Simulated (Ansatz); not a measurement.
## Convergence notes, G0W0 on GaP (F-43m)

A 2-atom cell of GaP started from a crystallographic database, relaxed with r2SCAN; one-shot G0W0 in Ansatz without spin-orbit coupling. Calculated for a static, non-magnetic cell.

Space group F-43m (No. 216). a = 5.451 Å, b = 5.451 Å, c = 5.451 Å, α = 90.00°, β = 90.00°, γ = 90.00°
```
atom  site  symmetry       x       y       z
  Ga    4a      -43m  0.0000  0.0000  0.0000
   P    4d      -43m  0.2500  0.2500  0.7500
```

Gaps are read over the mesh points alone. G0W0 here is at a finite number of bands, screening cutoff and k mesh, not at the basis limit.

| start | potentials | frequency model | mesh | empty bands | screening cutoff (eV) | Kohn-Sham gap (eV) | G0W0 gap (eV) |
| --- | --- | --- | --- | --- | --- | --- | --- |
| PBE | PAW | contour deformation | 6×6×6 | 91 | 100 | 1.65 | 2.08 |
| PBE | PAW | contour deformation | 6×6×6 | 222 | 180 | 1.65 | 2.18 |
| PBE | PAW | contour deformation | 6×6×6 | 430 | 260 | 1.65 | 2.21 |
| HSE06 | PAW | contour deformation | 6×6×6 | 222 | 180 | 2.29 | 2.48 |
| r2SCAN | PAW | contour deformation | 6×6×6 | 222 | 180 | 1.90 | 2.34 |
| PBE0 | PAW | contour deformation | 6×6×6 | 222 | 180 | 2.96 | 2.64 |
| PBE | PAW | Godby-Needs pole | 6×6×6 | 222 | 180 | 1.65 | 2.13 |
| PBE | PAW | contour deformation | 8×8×8 | 65 | 80 | 1.64 | 2.05 |
| PBE | norm-conserving | contour deformation | 6×6×6 | 222 | 180 | 1.65 | 2.17 |

The quasiparticle gap on this mesh is 2.21 eV (Γ to X), against 1.65 eV from PBE: +0.56 eV. Renormalisation factors Z lie between 0.73 and 0.79.

Raising bands and cutoff together moves the gap by +0.10 eV (100 to 180 eV), then +0.03 eV (180 to 260 eV); the last step is small, which bounds nothing strictly. Starting from HSE06 (2.29 eV against PBE's 1.65 eV) gives 2.48 eV, +0.30 eV from G0W0@PBE at the same screening cutoff. Starting from r2SCAN (1.90 eV against PBE's 1.65 eV) gives 2.34 eV, +0.16 eV from G0W0@PBE at the same screening cutoff. Starting from PBE0 (2.96 eV against PBE's 1.65 eV) gives 2.64 eV, +0.46 eV from G0W0@PBE at the same screening cutoff. The Godby-Needs plasmon pole differs from contour deformation by -0.05 eV. Norm-conserving potentials (wave cutoff 1088 eV against 420 eV) shift the quasiparticle gap by -0.01 eV and the PBE gap by 0.00 eV. r2SCAN runs take a wave cutoff of 500 eV.

With a shallow d shell on the cation, G0W0 converges slowly in bands and cutoff, so these values are in doubt.
